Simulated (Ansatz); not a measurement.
Cell and atoms are relaxed with the symmetry kept. Start:

```
Hg
1.0
    -2.61094    2.61094    3.66816
     2.61094   -2.61094    3.66816
     2.61094    2.61094   -3.66816
Hg
4
Cartesian
  1.3055 3.9164 0.9170
  1.3055 -1.3055 4.5852
  1.3055 1.3055 2.7511
  1.3055 1.3055 -0.9170
```

These are results of DFT PBE+D3(BJ), scalar-relativistic, plane waves, PAW in Ansatz 0.2.0, not measurements.

Plane waves to 420 eV, a k mesh through Γ of 12×12×12 on the computed 4-atom cell and Gaussian smearing (0.10 eV); no spin polarisation.

What does it relax to?

The volume increases by 0.50 Å³/atom to 25.51 Å³/atom, and the energy falls by 0.8 meV/atom. Final structure:
Space group I4/mmm (No. 139). a = 3.720 Å, b = 3.720 Å, c = 3.687 Å, α = 90.00°, β = 90.00°, γ = 90.00°
```json
{"atom": "Hg", "site": "2a", "symmetry": "4/mmm", "x": "0.5000", "y": "0.5000", "z": "0.5000"}
```

Spin–orbit coupling is left out, which can shift energies with elements as heavy as these.

This bcc form isn't the element's structure at ambient conditions.

Cost: 1 run of about 1.5 core-minutes, on Intel Xeon Platinum 8559C (Emerald Rapids) (shared hosts).